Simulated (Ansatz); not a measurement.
# Hf (P-1) in Ansatz: convergence with wavefunction cutoff

Aim: find how far wavefunction cutoff must go before the results for Hf settle, at PBE. This setting moves, with any that are tied to it; all else stays.

Program: Ansatz 0.2.0. These are calculated values, not measurements. Logs are shortened: lines on timing, memory, paths and dates and some standing lists are left out, and cuts for length are marked.

### Step 1. The cell of the first run

The typed cell holds 1 atom: a = 3.126 Å, b = 3.094 Å, c = 3.103 Å, α = 62.14°, β = 61.14°, γ = 60.87°.

This isn't the form of Hf at room conditions, which is hcp.

The cell isn't the ideal one: cell strained at random at fixed volume.

### Step 2. With wavefunction cutoff 400 eV

Contents of input.yaml:

```yaml
crystal:
  lattice:
    - [-0.043473, 2.207477, 2.213356]
    - [2.162762, -0.042675, 2.212558]
    - [2.172008, 2.215925, -0.051921]
  atoms:
    - { symbol: Hf, position: [0.001931, -0.011219, -0.003422] }
hamiltonian:
  xc: pbe
  pseudopotentials: { kind: nc, accuracy: standard }
kpoints:
  mp_grid: { grid: [7, 7, 7] }
scf:
  occupations: { method: methfessel_paxton, width: 0.1 }
output:
  forces: true
  stress: true
  eigenvalues: true
basis:
  ecutwfc: "400 eV"
```

Potentials or basis: PseudoDojo standard (PBE files).

On the command line:

```bash
$ ansatz run input.yaml --threads 2 --pin off --max-ram 5632MiB --backend cpu --events-out ev --progress --plain --runs-dir out
```

Log:

```text
Warning: basis.ecutwfc = 400 eV is below the records' recommended 789.130201 eV, and the density's cutoff is lower with it unless basis.ecutrho_ratio is high enough to keep the records' density cutoff: compare with a run at a higher cutoff
Warning: RAYON_NUM_THREADS=2 ignored (pool sized by the plan → 2); use --threads N
Engine: ansatz 0.2.0, x86_64-unknown-linux-gnu
Pseudopotentials: kind: nc
Pseudopotential: Hf, nc, valence charge 12, recommended cutoff 789.130201 eV (normal), Hf.nc.azcp (PseudoDojo's, or run here from an input of PseudoDojo's; its table is named by hamiltonian.pseudopotentials.accuracy)
Functional definition: PBE
  parameter kappa = 0.804
  parameter beta = 0.06672455060314922
  exchange = pbe_x(kappa = kappa, mu = beta*pi^2/3)
  correlation = pbe_c(beta = beta)
Crystal: 1 atoms, lattice volume = 21.882 Å³
Basis set: ecut = 400 eV, 393 PW (Γ), exchange–correlation on 48×48×48 points (8 copies of the dense FFT grid, shifted against one another)
Bands: 10, of which v1, the nominal top of the filled ones, is band 6 counted from 1 (5 counted from 0)
Symmetry: 2 space group operations
Space group: P-1 (ITA 2), of the structure as read, at distance tolerance 2.8e-5 Å
k-points: 172 of 343
Non-local potential: Hf, projectors of the file, l = 0: 2, l = 1: 2, l = 2: 2, l = 3: 2
Initial density: superposition of atomic densities (chi_scale 0.1, normalization cell)
Initial wavefunctions: pseudopotential atomic-orbital guess
Functional: x = pbe(κ = 0.804, μ = 0.2195149727645171), c = pbe(β = 0.06672455060314922)
SCF iter   1: F=—  HF=-1533.964298 eV  |F-HF|=—  |Δ(HF+E_count)|=         —  Δρ=4.04e-2  dr2=2.55e-1  ethr=3.10e-3  ⟨swp⟩=6.0  Hψ=11799  notcnv=0
preconditioner: auto → none  [metal: Δε(μ)=0.007 eV  Ē_g=6.098 eV  σ=0.100 eV  W_gap=0.06  n_scr=6 (ndim 8)  ℏωp=15.9 eV  f_vac=0.000  D(μ)=2.62/eV (n_scr^D=30)  sad-step TF]
SCF iter   2: F=—  HF=-1533.914481 eV  |F-HF|=—  |Δ(HF+E_count)|=   4.98e-2  S|Δr|=    0.00e0  Δρ=2.31e-2  dr2=9.70e-2  ethr=2.13e-3  ⟨swp⟩=2.1  Hψ=3731  notcnv=0  defer=7
SCF iter   3: F=—  HF=-1533.884748 eV  |F-HF|=—  |Δ(HF+E_count)|=   2.97e-2  S|Δr|=    0.00e0  Δρ=2.01e-3  dr2=3.27e-4  ethr=8.09e-4  ⟨swp⟩=3.0  Hψ=3331  notcnv=0  defer=7
SCF iter   4: F=—  HF=-1533.884695 eV  |F-HF|=—  |Δ(HF+E_count)|=   5.32e-5  S|Δr|=    0.00e0  Δρ=4.46e-4  dr2=1.37e-5  ethr=2.73e-6  ⟨swp⟩=2.0  Hψ=2799  notcnv=0  defer=7
SCF iter   5: F=—  HF=-1533.884690 eV  |F-HF|=—  |Δ(HF+E_count)|=   4.86e-6  S|Δr|=    0.00e0  Δρ=5.01e-5  dr2=2.23e-7  ethr=1.14e-7  ⟨swp⟩=2.3  Hψ=2777  notcnv=0  defer=7
SCF iter   6: F=-1533.884690 eV  HF=-1533.884690 eV  |F-HF|=1.32e-9  |Δ(HF+E_count)|=   7.74e-8  S|Δr|=    0.00e0  Δρ=3.50e-6  dr2=2.37e-9  ethr=8.33e-10  ⟨swp⟩=8.3  Hψ=10169  notcnv=0
SCF 1 converged in 6 iterations: F = -1533.884690 eV  dr2 = 2.37e-9
SCF converged after 6 iterations
Stability not checked: this state was not tested for a lower state beside it, because cold or Methfessel-Paxton smearing, or corrected tetrahedra, fill the levels in a way that the test cannot read (fill_not_monotonic; see scf.lower_state_search)
Free energy (F): -1533.884690 eV
Harris-Foulkes:  -1533.884690 eV  (|F-HF|=1.32e-9)
Internal energy: -1533.882348 eV  (E = F + TS)
E sigma→0 (E₀):  -1533.884105 eV
Entropy (-TS):   -0.002342 eV (-2.342 meV/atom)
Fermi energy:    14.804372 eV
--- Per-component energies (eV) ---
  E_band       = -134.843959
  E_kinetic    = 392.638696
  E_local      = -734.107621  (includes V_loc(G=0)·N_el)
  E_nonlocal   = 77.078391
  E_hartree    = 188.881989
  E_xc         = -387.921619
  E_vxc        = -248.216962  (∫ρ·V_xc dr)
  E_ewald      = -1070.452183
  E_smearing   = -0.002342  (= −TS)
  E_closure    = 0.000000  (closes the sum)
  Σ components = -1533.884690   (vs F -1533.884690, Δ=0.00e0)
--- Forces (eV/Å), atoms counted from 1 ---
  atom   1  Hf     0.00000000     0.00000000     0.00000000
  max |Σ_I F_I| component: 0.00e0 eV/Å
--- Stress (GPa, compression-positive) ---
        3.584071       1.178143       1.804388
        1.178143       3.481274       1.667750
        1.804388       1.667750       3.548507
  P = ⅓ Tr σ = 3.5380 GPa (35.380 kbar)
--- Band table (eV; the first three rows and the last of 172) ---
  k-point 0: bands = ["-46.7084", "-15.0931", "-15.0852", "-15.0336", "7.6198", "15.9277", "16.1087", "16.5688", "18.9064", "19.2654"]
  k-point 1: bands = ["-46.6922", "-15.2564", "-15.0998", "-15.0645", "8.3088", "15.4459", "16.3371", "16.7531", "18.7338", "18.9964"]
  k-point 2: bands = ["-46.6700", "-15.6291", "-15.1385", "-15.1124", "9.9102", "14.7553", "16.3005", "16.7028", "19.3616", "19.5194"]
  k-point 171: bands = ["-46.6438", "-15.8876", "-15.2916", "-15.2321", "11.8152", "14.6302", "15.8432", "16.2160", "20.6279", "22.1595"]
```

Run time: 0.81 s. Hardware: 2 threads of Intel Xeon 6975P-C (Granite Rapids), shared host; peak memory 0.33 GiB.

Results:

- Free energy: -1533.8847 eV
- Pressure: 3.5 GPa
- Band gap on the k mesh: none (metal or under the smearing width)

### Step 3. With wavefunction cutoff 500 eV

Edit input.yaml of step 2 so:

```diff
@@ -19,2 +19,2 @@
 basis:
-  ecutwfc: "400 eV"
+  ecutwfc: "500 eV"
```

Potentials or basis: PseudoDojo standard (PBE files).

On the command line:

```bash
$ ansatz run input.yaml --threads 2 --pin off --max-ram 5632MiB --backend cpu --events-out ev --progress --plain --runs-dir out
```

Wall time 1.1 s (2 threads of Intel Xeon 6975P-C (Granite Rapids), shared host); peak memory 0.34 GiB.

Results:

```
Free energy            : -1534.7223 eV
Pressure               : 3.5 GPa
Band gap on the k mesh : none (metal or under the smearing width)
```

### Step 4. With wavefunction cutoff 600 eV

Edit input.yaml of step 3 so:

```diff
@@ -19,2 +19,2 @@
 basis:
-  ecutwfc: "500 eV"
+  ecutwfc: "600 eV"
```

On the command line:

```bash
$ ansatz run input.yaml --threads 2 --pin off --max-ram 5632MiB --backend cpu --events-out ev --progress --plain --runs-dir out
```

Run time: 1.3 s. Hardware: 2 threads of Intel Xeon 6975P-C (Granite Rapids), shared host; peak memory 0.34 GiB.

Results:

| Item | Value |
| --- | --- |
| Free energy | -1534.9538 eV |
| Pressure | 3.6 GPa |
| Band gap on the k mesh | none (metal or under the smearing width) |

### Step 5. With wavefunction cutoff 700 eV

Edit input.yaml of step 4 so:

```diff
@@ -19,2 +19,2 @@
 basis:
-  ecutwfc: "600 eV"
+  ecutwfc: "700 eV"
```

On the command line:

```bash
$ ansatz run input.yaml --threads 2 --pin off --max-ram 5632MiB --backend cpu --events-out ev --progress --plain --runs-dir out
```

Wall time 1.5 s (2 threads of Intel Xeon 6975P-C (Granite Rapids), shared host); peak memory 0.35 GiB.

What came out:

| Item | Value |
| --- | --- |
| Free energy | -1534.9950 eV |
| Pressure | 3.6 GPa |
| Band gap on the k mesh | none (metal or under the smearing width) |

### Step 6. With wavefunction cutoff 850 eV

Edit input.yaml of step 5 so:

```diff
@@ -19,2 +19,2 @@
 basis:
-  ecutwfc: "700 eV"
+  ecutwfc: "850 eV"
```

Potentials or basis: PseudoDojo standard (PBE files).

On the command line:

```bash
$ ansatz run input.yaml --threads 2 --pin off --max-ram 5632MiB --backend cpu --events-out ev --progress --plain --runs-dir out
```

Run time: 2.6 s. Hardware: 2 threads of Intel Xeon 6975P-C (Granite Rapids), shared host; peak memory 0.38 GiB.

It converged, with:

| Quantity | Value |
| --- | --- |
| Free energy | -1534.9984 eV |
| Pressure | 3.6 GPa |
| Band gap on the k mesh | none (metal or under the smearing width) |

### Step 7. With wavefunction cutoff 1000 eV

Edit input.yaml of step 6 so:

```diff
@@ -19,2 +19,2 @@
 basis:
-  ecutwfc: "850 eV"
+  ecutwfc: "1000 eV"
```

On the command line:

```bash
$ ansatz run input.yaml --threads 2 --pin off --max-ram 5632MiB --backend cpu --events-out ev --progress --plain --runs-dir out
```

Run time: 2.3 s. Hardware: 2 threads of Intel Xeon 6975P-C (Granite Rapids), shared host; peak memory 0.41 GiB.

Results (log left out):

| Property | Result |
| --- | --- |
| Free energy | -1534.9989 eV |
| Pressure | 3.6 GPa |
| Band gap on the k mesh | none (metal or under the smearing width) |

### Step 8. With wavefunction cutoff 1200 eV

Edit input.yaml of step 7 so:

```diff
@@ -19,2 +19,2 @@
 basis:
-  ecutwfc: "1000 eV"
+  ecutwfc: "1200 eV"
```

On the command line:

```bash
$ ansatz run input.yaml --threads 2 --pin off --max-ram 5632MiB --backend cpu --events-out ev --progress --plain --runs-dir out
```

It took 3.1 s on 2 threads of Intel Xeon 6975P-C (Granite Rapids), shared host; peak memory 0.44 GiB.

The run converged. Its results:

* Free energy: -1534.9991 eV
* Pressure: 3.6 GPa
* Band gap on the k mesh: none (metal or under the smearing width)

### Step 9. With wavefunction cutoff 1400 eV

Edit input.yaml of step 8 so:

```diff
@@ -19,2 +19,2 @@
 basis:
-  ecutwfc: "1200 eV"
+  ecutwfc: "1400 eV"
```

Potentials or basis: PseudoDojo standard (PBE files).

On the command line:

```bash
$ ansatz run input.yaml --threads 2 --pin off --max-ram 5632MiB --backend cpu --events-out ev --progress --plain --runs-dir out
```

Run time: 4.5 s. Hardware: 2 threads of Intel Xeon 6975P-C (Granite Rapids), shared host; peak memory 0.49 GiB.

It converged, with:

| Property | Result |
| --- | --- |
| Free energy | -1534.9993 eV |
| Pressure | 3.6 GPa |
| Band gap on the k mesh | none (metal or under the smearing width) |

### Step 10. With wavefunction cutoff 1700 eV

Edit input.yaml of step 9 so:

```diff
@@ -19,2 +19,2 @@
 basis:
-  ecutwfc: "1400 eV"
+  ecutwfc: "1700 eV"
```

On the command line:

```bash
$ ansatz run input.yaml --threads 2 --pin off --max-ram 5632MiB --backend cpu --events-out ev --progress --plain --runs-dir out
```

Wall time 4.8 s (2 threads of Intel Xeon 6975P-C (Granite Rapids), shared host); peak memory 0.56 GiB.

Results (log left out):

```yaml
Free_energy: -1534.9995 eV
Pressure: 3.6 GPa
Band_gap_on_the_k_mesh: none (metal or under the smearing width)
```

### Step 11. Result

```csv
wavefunction cutoff,"energy less the tightest run, at zero smearing (meV/atom)",pressure (GPa),SCF cycles,CPU time (s),peak memory (GiB)
400 eV,1114.76,3.54,6,1.4,0.33
500 eV,277.16,3.54,6,2,0.34
600 eV,45.63,3.59,6,2.4,0.34
700 eV,4.43,3.62,6,2.8,0.35
850 eV,1.04,3.62,6,4.5,0.38
1000 eV,0.60,3.62,6,4.3,0.41
1200 eV,0.40,3.62,6,5.6,0.44
1400 eV,0.17,3.62,6,8.3,0.49
1700 eV,0.00,3.62,6,8.9,0.56
```

Against the tightest run, the energy stays within 1 meV/atom from 1000 eV on; the pressure stays within 0.1 GPa from 400 eV on. The tightest run that finished is the yardstick and may itself not be fully converged.
